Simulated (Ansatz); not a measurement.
All numbers below come from Ansatz 0.2.0, DFT PBE, scalar-relativistic, plane waves, PAW. All cells share a 420 eV cutoff and Γ-centred k meshes spaced at most about 0.3 Å⁻¹ (about 0.25 or finer for metals, 2π included). No spin polarisation.

Temperature and zero-point effects are left out.

Question: Which of these relaxed structures of SiW2 is the lowest in energy?
A.

Space group I4/mmm (No. 139). a = 3.212 Å, b = 3.212 Å, c = 8.656 Å, α = 90.00°, β = 90.00°, γ = 90.00°
```json
{"atom": "Si", "site": "2a", "symmetry": "4/mmm", "x": "0.0000", "y": "0.0000", "z": "0.0000"}
{"atom": "W", "site": "4e", "symmetry": "4mm", "x": "0.0000", "y": "0.0000", "z": "0.3363"}
```

B.

Space group P6/mmm (No. 191). a = 4.553 Å, b = 4.553 Å, c = 2.645 Å, α = 90.00°, β = 90.00°, γ = 120.00°
```csv
atom,site,symmetry,x,y,z
Si,1a,6/mmm,0.0000,0.0000,0.0000
W,2d,-6m2,0.3333,0.6667,0.5000
```

Answer: A. The other, B, lies 0.72 eV/atom higher. Forms: A MoSi2 (C11b) type, I4/mmm; B P6/mmm. Counting Si atoms around W (those within 1.25 times the shortest such distance or 1.15 times the sum of covalent radii): A has W 5; B has W 6. Origin: A, invented, then shaken at random and relaxed again; B, invented. Shaken at random and relaxed again, B falls into a cell with space group P2_1/m (No. 11), 0.66 eV/atom lower, so it is a saddle point or a shallow minimum. The lowest form computed isn't among them: it has space group Pmmn (No. 59), 15.1 Å³/atom and lies 100 meV/atom below the best shown. Even the lowest of the cells shown lies +0.06 eV/atom against the elements.

Spin–orbit coupling, which can matter for W, is left out. Cells without such a test can be saddle points. Some structure types and database cells were kept out of the candidates from the start, so a known form may be missing.
